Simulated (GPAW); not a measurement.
Cu:

```
Cu
1.0
     0.00000    1.80750    1.80750
     1.80750    0.00000    1.80750
     1.80750    1.80750    0.00000
Cu
1
Direct
  0.00000 0.00000 0.00000
```

| Quantity | Value |
| --- | --- |
| Program | GPAW 26.7.0 |
| Task | relaxation of cell and atoms |
| Functional | PBEsol |
| Potentials or basis | PAW data sets generated in the run's folder for this functional |
| Cutoff | 600 eV |
| Basis | pw |
| k mesh | 13 × 13 × 13 |
| Occupations | fermi-dirac, width 0.05 eV |
| Spin | no spin polarisation |

At the start: pressure -4.7 GPa; volume 11.81 Å³/atom.

Task: How do energy, volume and symmetry change on relaxing?

Result: Over 3 steps the energy falls by 5.0 meV/atom and the volume is 11.44 Å³/atom (-3.1 %); space group Fm-3m (No. 225, to 0.05 Å).

The path:
| step | energy change (eV) | largest force (eV/Å) | pressure (GPa) | volume (Å³) |
| --- | --- | --- | --- | --- |
| 1 | 0.0000 | 0.0000 | -4.74 | 11.81 |
| 2 | -0.0038 | 0.0000 | -2.56 | 11.63 |
| 3 | -0.0050 | 0.0000 | 0.13 | 11.44 |

Final structure:
```
Cu
1.0
     0.00000    1.78833    1.78833
     1.78833    0.00000    1.78833
     1.78833    1.78833    0.00000
Cu
1
Direct
  0.00000 0.00000 0.00000
```

Caveat: with this Cu data set, volumes or pressures lay over 1.5 % or 2 GPa off other programs in two to four cells of ten; later steps reuse the first step's grids.
